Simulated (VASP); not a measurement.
# Sb (I4/mmm) in VASP: further runs

Runs on Sb. Level: r2SCAN. Tasks: single point.

Everything below comes from runs of VASP 6.6.1. Logs are shortened: lines on timing, memory, paths and dates and some standing lists are left out, and cuts for length are marked.

## Step 1: Starting point

The structure is tetragonal, space group I4/mmm (No. 139). The conventional cell has a = 3.153 Å, b = 3.153 Å, c = 5.424 Å, α = 90.00°, β = 90.00°, γ = 90.00°. Sb (site symmetry 4/mmm) has 12 Sb at 3.15 to 3.51 Å as nearest neighbours.

This isn't the form of Sb at room conditions, which is rhombohedral.

## Step 2: Single point, r2SCAN

INCAR reads:

```
ADDGRID = False
ALGO = Normal
EDIFF = 1E-6
ENCUT = 600
ISIF = 2
ISMEAR = 0
LASPH = True
LCHARG = False
LMIXTAU = True
LREAL = False
LWAVE = False
METAGGA = R2SCAN
NBANDS = 8
NELM = 100
PREC = Accurate
SIGMA = 0.05
```

KPOINTS reads:

```
k-points
0
Gamma
  3 3 3
```

POSCAR reads:

```
Sb
1.0
   -1.5638750000      1.6131910000      2.7402030000
    1.6104090000     -1.5604430000      2.7365900000
    1.5281950000      1.5247630000     -2.7095380000
Sb
1
Direct
    0.0004760000      0.0218010000      0.0165680000
```

Potentials or basis: VASP PAW PBE potentials, release 64 (Sb).

On the command line:

```bash
$ cat potpaw_PBE.64/Sb/POTCAR > POTCAR
$ mpirun -np 1 vasp_std > vasp.out
```

OUTCAR:

```text
EDIFF = 1E-6
   ENCUT = 600
   ISIF = 2
   ISMEAR = 0
   LASPH = True
   LREAL = False
   METAGGA = R2SCAN
   NELM = 100
   PREC = Accurate

 Found     14 irreducible k-points:

 Following reciprocal coordinates:
            Coordinates               Weight
  0.000000  0.000000  0.000000      1.000000
  0.333333 -0.000000  0.000000      2.000000
  0.000000  0.333333  0.000000      2.000000
  0.333333  0.333333  0.000000      2.000000
 -0.333333  0.333333 -0.000000      2.000000
  0.000000  0.000000  0.333333      2.000000
   k-points           NKPTS =     14   k-points in BZ     NKDIM =     14   number of bands    NBANDS=      8
   number of dos      NEDOS =    301   number of ions     NIONS =      1
   total plane-waves  NPLWV =  21952
   dimension x,y,z NGX =    28 NGY =   28 NGZ =   28
   dimension x,y,z NGXF=    56 NGYF=   56 NGZF=   56
   ions per type =               1
   NGX,Y,Z   is equivalent  to a cutoff of  13.14, 13.16, 13.44 a.u.
   NGXF,Y,Z  is equivalent  to a cutoff of  26.27, 26.31, 26.87 a.u.
 SYSTEM =  unknown system
   PREC   = accura    normal or accurate (medium, high low for compatibility)
   ISTART =      0    job   : 0-new  1-cont  2-samecut
   ICHARG =      2    charge: 1-file 2-atom 10-const
   ISPIN  =      1    spin polarized calculation?
   LNONCOLLINEAR =      F non collinear calculations
   LSORBIT =      F    spin-orbit coupling
   LASPH  =      T    aspherical Exc in radial PAW
   ENCUT  =  600.0 eV  44.10 Ry    6.64 a.u.   7.08  7.07  6.92*2*pi/ulx,y,z
   NELM   =    100;   NELMIN=  2; NELMDL= -5     # of ELM steps
   EDIFF  = 0.1E-05   stopping-criterion for ELM
   LREAL  =      F    real-space projection
   EDIFFG = 0.1E-04   stopping-criterion for IOM
   NSW    =      0    number of steps for IOM
   IBRION =     -1    ionic relax: 0-MD 1-quasi-New 2-CG
   NFREE  =      0    steps in history (QN), initial steepest desc. (CG)
   ISIF   =      2    stress and relaxation
   ISYM   =      2    0-nonsym 1-usesym 2-fastsym
   POTIM  = 0.5000    time-step for ionic-motion
   TEBEG  =    0.0;   TEEND  =   0.0 temperature during run
   PSTRESS=    0.0 pullay stress
   NELECT =       5.0000    total number of electrons
   NUPDOWN=      -1.0000    fix difference up-down
   EMIN   =  10.00;   EMAX   =-10.00  energy-range for DOS
   EFERMI =   0.00;   METHOD = LEGACY
   ISMEAR =     0;   SIGMA  =   0.05  broadening in eV -4-tet -1-fermi 0-gaus
   EFERMI_NEDOS =   21; number of points for ismear=-14 and -15
   IALGO  =     38    algorithm
   IMIX   =      4    mixing-type and parameters
     AMIX     =   0.40;   BMIX     =  1.00
     AMIX_MAG =   1.60;   BMIX_MAG =  1.00
  volume/ion in A,a.u.               =      26.96       181.95
  Fermi-wavevector in a.u.,A,eV,Ry     =   0.933573  1.764197 11.858272  0.871558
  Thomas-Fermi vector in A             =   2.060288
   LORBIT       =      0    0 simple, 1 ext, 2 COOP (PROOUT), +10 PAW based schemes
   METAGGA = R2SCAN    functional components
   LHFCALC =     F    Hartree Fock is set to
   AEXX    =    0.0000 exact exchange contribution
   IVDW    =     0    specifies the selected vdW correction
   LEPSILON=     F    determine dielectric tensor
   LRPA    =     F    only Hartree local field effects (RPA)
 non-spin polarized calculation
 Gauss-broadening in eV      SIGMA  =   0.05
  energy-cutoff  :      600.00
  volume of cell :       26.96
 maximum number of plane-waves:       913
   NGX = 15   NGY = 15   NGZ = 13

 number of electron       5.0000000 magnetization

 Free energy of the ion-electron system (eV)
  ---------------------------------------------------
  ext. energy  EPLUGINS =         0.00000000
  ---------------------------------------------------
  free energy    TOTEN  =       -25.79055320 eV

  energy without entropy =      -25.78888844  energy(sigma->0) =      -25.78972082

 E-fermi :   8.3573     XC(G=0): -10.7776

 val. band max:        8.2073891896   @ k =   0.0000   0.0000   0.3333
 cond. band min:       8.3811491600   @ k =  -0.3333   0.3333  -0.0000
 fundamental gap:      0.1737599705
 Fermi energy:         8.3573035884

 k-point     1 :       0.0000    0.0000    0.0000
  band No.  band energies     occupation
      1      -5.1147      2.00000
      2      13.1672      0.00000
      3      14.2549      0.00000
      4      14.3228      0.00000
      5      18.2259      0.00000
      6      19.3845      0.00000
      7      19.7402      0.00000
      8      19.9192      0.00000

 k-point     2 :       0.3333   -0.0000    0.0000
  band No.  band energies     occupation
      1      -2.8617      2.00000
      2       5.2309      2.00000
      3      10.9778      0.00000
      4      14.2871      0.00000
      5      15.5825      0.00000
      6      18.7387      0.00000
      7      20.6685      0.00000
      8      21.7854      0.00000

 k-point     3 :       0.0000    0.3333    0.0000
  band No.  band energies     occupation
      1      -2.8569      2.00000
      2       5.2404      2.00000
      3      10.9515      0.00000
      4      14.2789      0.00000
      5      15.5562      0.00000
      6      18.7348      0.00000
      7      20.6683      0.00000
      8      21.7920      0.00000

 k-point     4 :       0.3333    0.3333    0.0000
  band No.  band energies     occupation
      1       0.0583      2.00000
      2       5.2770      2.00000
      3       5.5607      2.00000
      4       9.4779      0.00000
      5      14.9408      0.00000
      6      19.6987      0.00000
      7      20.6194      0.00000
      8      21.7265      0.00000

 k-point     5 :      -0.3333    0.3333   -0.0000
  band No.  band energies     occupation
      1      -1.6508      2.00000
      2       7.7711      2.00000
      3       8.3811      0.50002
      4      10.1661      0.00000
      5      13.8290      0.00000
      6      14.2162      0.00000
      7      21.1759      0.00000
      8      22.1131      0.00000

 k-point     6 :       0.0000    0.0000    0.3333
  band No.  band energies     occupation
      1      -1.5033      2.00000
      2       7.8982      2.00000
      3       8.2074      1.99998
      4       9.7401      0.00000
      5      13.7108      0.00000
      6      14.2111      0.00000
      7      21.1949      0.00000
      8      22.2966      0.00000

 [... further k-points ...]

------------------------ aborting loop because EDIFF is reached ----------------------------------------

  FORCE on cell =-STRESS in cart. coord.  units (eV):
  Direction    XX          YY          ZZ          XY          YZ          ZX
  --------------------------------------------------------------------------------------
  -------------------------------------------------------------------------------------
  Total        1.9191408      1.9310642     -2.1419566     -0.3897118     -0.0201412     -0.0585052
  in kB      114.0427443    114.7512776   -127.2833169    -23.1581760     -1.1968653     -3.4766047
  external PRESSURE =      33.8369017 kB  Pullay stress =       0.0000000 kB

 VOLUME and BASIS-vectors are now :
 -----------------------------------------------------------------------------
  energy-cutoff  :      600.00
  volume of cell :       26.96
      direct lattice vectors                 reciprocal lattice vectors
    -1.563875000  1.613191000  2.740203000     0.002055809  0.316948054  0.179518554
     1.610409000 -1.560443000  2.736590000     0.317083613  0.001847581  0.179876686
     1.528195000  1.524763000 -2.709538000     0.322328449  0.322401118 -0.005843793

 POSITION                                       TOTAL-FORCE (eV/Angst)
 -----------------------------------------------------------------------------------
      0.05968     -0.00799      0.01607         0.000000     -0.000000      0.000000
 -----------------------------------------------------------------------------------
    total drift:                                0.000000      0.000000     -0.000000

  FREE ENERGIE OF THE ION-ELECTRON SYSTEM (eV)
  ---------------------------------------------------
  free  energy   TOTEN  =       -25.7905532000 eV

  energy  without entropy=      -25.7888884410  energy(sigma->0) =      -25.78972082
```

Wall time 17 s (1 thread of Intel Xeon Platinum 8375C at 2.90GHz (Ice Lake), shared host); peak memory 0.16 GiB.

The run converged, but some of its settings lie outside the range that counts as converged, so its numbers aren't taken as properties of the crystal.

What came out:

| Quantity | Value |
| --- | --- |
| Free energy | -25.7906 eV |
| Pressure | 3.4 GPa |
| Band gap on the k mesh | none (metal or under the smearing width) |

Caveat: the k mesh is coarse (spacing up to 0.95 Å⁻¹), so the values aren't converged; the PAW data sets were made with another functional, which shifts forces and pressure a little.

## Step 3: Single point, r2SCAN

INCAR, as its differences from that of step 2:

```diff
@@ -3,3 +3,3 @@
 EDIFF = 1E-6
-ENCUT = 600
+ENCUT = 350
 ISIF = 2
```

KPOINTS reads:

```
k-points
0
Gamma
  4 4 4
```

POSCAR reads:

```
Sb
1.0
   -1.5765401831      1.5765401831      2.7119384313
    1.5765401831     -1.5765401831      2.7119384313
    1.5765401831      1.5765401831     -2.7119384313
Sb
1
Direct
    0.0000000000      0.0000000000      0.0000000000
```

Potentials or basis: VASP PAW PBE potentials, release 64 (Sb).

On the command line:

```bash
$ cat potpaw_PBE.64/Sb/POTCAR > POTCAR
$ mpirun -np 1 vasp_std > vasp.out
```

Run time: 8.9 s. Hardware: 1 thread of Intel Xeon Platinum 8375C at 2.90GHz (Ice Lake), shared host; peak memory 0.13 GiB.

The run converged, but some of its settings lie outside the range that counts as converged, so its numbers aren't taken as properties of the crystal.

Results:

| Quantity | Value |
| --- | --- |
| Free energy | -25.2354 eV |
| Pressure | 0.0 GPa |
| Band gap on the k mesh | none (metal or under the smearing width) |

Caveat: the k mesh is coarse (spacing up to 0.70 Å⁻¹), so the values aren't converged; the PAW data sets were made with another functional, which shifts forces and pressure a little.

## Step 4: Single point, r2SCAN

INCAR is that of step 3.

KPOINTS is that of step 3.

POSCAR reads:

```
Sb
1.0
   -1.5638750000      1.6131910000      2.7402030000
    1.6104090000     -1.5604430000      2.7365900000
    1.5281950000      1.5247630000     -2.7095380000
Sb
1
Direct
    0.0004760000      0.0218010000      0.0165680000
```

Potentials or basis: VASP PAW PBE potentials, release 64 (Sb).

On the command line:

```bash
$ cat potpaw_PBE.64/Sb/POTCAR > POTCAR
$ mpirun -np 1 vasp_std > vasp.out
```

OUTCAR:

```text
EDIFF = 1E-6
   ENCUT = 350
   ISIF = 2
   ISMEAR = 0
   LASPH = True
   LREAL = False
   METAGGA = R2SCAN
   NELM = 100
   PREC = Accurate

 Found     36 irreducible k-points:

 Following reciprocal coordinates:
            Coordinates               Weight
  0.000000  0.000000  0.000000      1.000000
  0.250000 -0.000000  0.000000      2.000000
  0.500000 -0.000000  0.000000      1.000000
  0.000000  0.250000  0.000000      2.000000
  0.250000  0.250000  0.000000      2.000000
  0.500000  0.250000 -0.000000      2.000000
   k-points           NKPTS =     36   k-points in BZ     NKDIM =     36   number of bands    NBANDS=      8
   number of dos      NEDOS =    301   number of ions     NIONS =      1
   total plane-waves  NPLWV =  13824
   dimension x,y,z NGX =    24 NGY =   24 NGZ =   24
   dimension x,y,z NGXF=    48 NGYF=   48 NGZF=   48
   ions per type =               1
   NGX,Y,Z   is equivalent  to a cutoff of  11.26, 11.28, 11.52 a.u.
   NGXF,Y,Z  is equivalent  to a cutoff of  22.52, 22.55, 23.03 a.u.
 SYSTEM =  unknown system
   PREC   = accura    normal or accurate (medium, high low for compatibility)
   ISTART =      0    job   : 0-new  1-cont  2-samecut
   ICHARG =      2    charge: 1-file 2-atom 10-const
   ISPIN  =      1    spin polarized calculation?
   LNONCOLLINEAR =      F non collinear calculations
[... 60 lines left out ...]

 k-point     1 :       0.0000    0.0000    0.0000
  band No.  band energies     occupation
      1      -5.1596      2.00000
      2      13.1538      0.00000
      3      14.1869      0.00000
      4      14.2398      0.00000
      5      18.0974      0.00000
      6      19.3385      0.00000
      7      19.7382      0.00000
      8      19.9477      0.00000
[... 45 lines left out ...]
 k-point     6 :       0.5000    0.2500   -0.0000
  band No.  band energies     occupation
      1      -0.3914      2.00000
      2       3.8672      2.00000
      3       8.5542      0.00000
      4       9.7058      0.00000
      5      14.6686      0.00000
      6      17.7617      0.00000
      7      19.3831      0.00000
      8      24.6033      0.00000

 [... further k-points ...]

------------------------ aborting loop because EDIFF is reached ----------------------------------------

  FORCE on cell =-STRESS in cart. coord.  units (eV):
  Direction    XX          YY          ZZ          XY          YZ          ZX
  --------------------------------------------------------------------------------------
  -------------------------------------------------------------------------------------
  Total        0.5477592      0.5536792     -1.0406390      0.0553034      0.1334410      0.1512578
  in kB       32.5499635     32.9017494    -61.8387817      3.2863420      7.9295780      8.9883194
  external PRESSURE =       1.2043104 kB  Pullay stress =       0.0000000 kB

 VOLUME and BASIS-vectors are now :
 -----------------------------------------------------------------------------
  energy-cutoff  :      350.00
  volume of cell :       26.96
      direct lattice vectors                 reciprocal lattice vectors
    -1.563875000  1.613191000  2.740203000     0.002055809  0.316948054  0.179518554
     1.610409000 -1.560443000  2.736590000     0.317083613  0.001847581  0.179876686
     1.528195000  1.524763000 -2.709538000     0.322328449  0.322401118 -0.005843793

 POSITION                                       TOTAL-FORCE (eV/Angst)
 -----------------------------------------------------------------------------------
      0.05968     -0.00799      0.01607        -0.000000      0.000000      0.000000
 -----------------------------------------------------------------------------------
    total drift:                               -0.000000     -0.000000      0.000001

  FREE ENERGIE OF THE ION-ELECTRON SYSTEM (eV)
  ---------------------------------------------------
  free  energy   TOTEN  =       -25.2299386520 eV

  energy  without entropy=      -25.2285362009  energy(sigma->0) =      -25.22923743
```

OSZICAR:

```text
N       E                     dE             d eps       ncg     rms          rms(c)
DAV:   1    -0.192396571511E+02   -0.19240E+02   -0.12677E+03   576   0.289E+02
DAV:   2    -0.257897607730E+02   -0.65501E+01   -0.61672E+01   800   0.450E+01
DAV:   3    -0.258564383227E+02   -0.66678E-01   -0.66229E-01   672   0.507E+00
DAV:   4    -0.258566259760E+02   -0.18765E-03   -0.18764E-03   896   0.325E-01
DAV:   5    -0.258566260994E+02   -0.12344E-06   -0.12380E-06   736   0.596E-03    0.153E+00
DAV:   6    -0.251136318284E+02    0.74299E+00   -0.11800E-01   656   0.243E+00    0.988E-01
DAV:   7    -0.253035222747E+02   -0.18989E+00   -0.10003E-01   576   0.218E+00    0.136E-01
DAV:   8    -0.252297077589E+02    0.73815E-01   -0.49641E-02   688   0.158E+00    0.749E-02
DAV:   9    -0.252289407639E+02    0.76699E-03   -0.48816E-04   752   0.157E-01    0.900E-02
DAV:  10    -0.252281259163E+02    0.81485E-03   -0.17405E-03   584   0.287E-01    0.458E-02
DAV:  11    -0.252289707659E+02   -0.84485E-03   -0.67686E-04   832   0.211E-01    0.488E-02
DAV:  12    -0.252296027204E+02   -0.63195E-03   -0.10810E-04   608   0.728E-02    0.390E-02
DAV:  13    -0.252298171081E+02   -0.21439E-03   -0.62497E-05   688   0.622E-02    0.257E-02
DAV:  14    -0.252299371465E+02   -0.12004E-03   -0.14681E-04   616   0.926E-02    0.257E-03
DAV:  15    -0.252299383480E+02   -0.12014E-05   -0.86915E-06   800   0.285E-02    0.207E-03
DAV:  16    -0.252299386520E+02   -0.30408E-06   -0.17935E-07   432   0.333E-03
   1 F= -.25229939E+02 E0= -.25229237E+02  d E =-.140245E-02
```

stdout:

```text
POSCAR found type information on POSCAR Sb
 POSCAR found :  1 types and       1 ions
 scaLAPACK will be used
 -----------------------------------------------------------------------------
|                                                                             |
|                                                                             |
|     You enforced a specific xc type in the INCAR file but a different       |
|     I HOPE YOU KNOW WHAT YOU ARE DOING!                                     |
|                                                                             |
 -----------------------------------------------------------------------------

 LDA part: xc-table for (None), standard interpolation
 POSCAR, INCAR and KPOINTS ok, starting setup
 FFT: planning ... GRIDC
 FFT: planning ... GRID_SOFT
 FFT: planning ... GRID
 WAVECAR not read
 entering main loop
```

Run time: 16 s. Hardware: 1 thread of Intel Xeon Platinum 8375C at 2.90GHz (Ice Lake), shared host; peak memory 0.13 GiB.

These settings aren't checked as converged: the numbers below hold their error.

What came out:

| Property | Result |
| --- | --- |
| Free energy | -25.2299 eV |
| Pressure | 0.1 GPa |
| Band gap on the k mesh | none (metal or under the smearing width) |

Caveat: the k mesh is coarse (spacing up to 0.72 Å⁻¹), so the values aren't converged; the PAW data sets were made with another functional, which shifts forces and pressure a little.

## Step 5: Single point, r2SCAN

INCAR, as its differences from that of step 4:

```diff
@@ -3,3 +3,3 @@
 EDIFF = 1E-6
-ENCUT = 350
+ENCUT = 400
 ISIF = 2
```

KPOINTS is that of step 4.

POSCAR reads:

```
Sb
1.0
   -1.5765401831      1.5765401831      2.7119384313
    1.5765401831     -1.5765401831      2.7119384313
    1.5765401831      1.5765401831     -2.7119384313
Sb
1
Direct
    0.0000000000      0.0000000000      0.0000000000
```

On the command line:

```bash
$ cat potpaw_PBE.64/Sb/POTCAR > POTCAR
$ mpirun -np 1 vasp_std > vasp.out
```

Wall time 8.9 s (1 thread of Intel Xeon Platinum 8375C at 2.90GHz (Ice Lake), shared host); peak memory 0.13 GiB.

These settings aren't checked as converged: the numbers below hold their error.

What came out:

| Item | Value |
| --- | --- |
| Free energy | -25.2359 eV |
| Pressure | 0.0 GPa |
| Band gap on the k mesh | none (metal or under the smearing width) |

Caveat: the k mesh is coarse (spacing up to 0.70 Å⁻¹), so the values aren't converged; the PAW data sets were made with another functional, which shifts forces and pressure a little.

## Step 6: For comparison

An earlier run on the cell as given: functional PBEsol; potentials or basis VASP PAW PBE potentials, release 64 (Sb); cutoff 520 eV; k mesh 12 × 12 × 12; occupations fermi-dirac, width 0.05 eV; no spin polarisation.

* Pressure: -1.3 GPa
* Band gap on the k mesh: none (metal or under the smearing width)
